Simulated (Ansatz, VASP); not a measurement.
## SiC in VASP and in Ansatz

```
Si C
1.0
     3.05636    0.00000    0.00000
    -1.52818    2.64689    0.00000
     0.00000    0.00000    5.04099
Si C
2 2
Direct
  0.33333 0.66667 0.00485
  0.66667 0.33333 0.50485
  0.33333 0.66667 0.38015
  0.66667 0.33333 0.88015
```

Change from the starting cell: z stretched by +0.5 %, x and y held.

Alike in both runs: functional LDA; k mesh 8 × 8 × 4; no spin polarisation.

Ansatz relaxed the structure, and its values are those at the end. VASP's run is a single point on that final structure, the one shown.

|  | VASP | Ansatz |
| --- | --- | --- |
| version | VASP 6.6.1 | Ansatz 0.2.0 |
| potentials or method | VASP PAW LDA potentials, release 64 (Si, C), cutoff 520 eV | all-electron LAPW, scalar-relativistic |
| occupations | gaussian, width 0.01 eV | fixed |

Ansatz gave:

* gap on the k mesh at the Fermi level (eV): 2.36
* pressure (GPa): -1.1

**Question.** What did VASP give for the same quantities?

**Answer.** gap on the k mesh at the Fermi level (eV): 2.35; pressure (GPa): -0.7.

Ansatz ran all-electron here, so the differences hold the error of VASP's frozen core and of both bases.

A k mesh can miss the band edges.
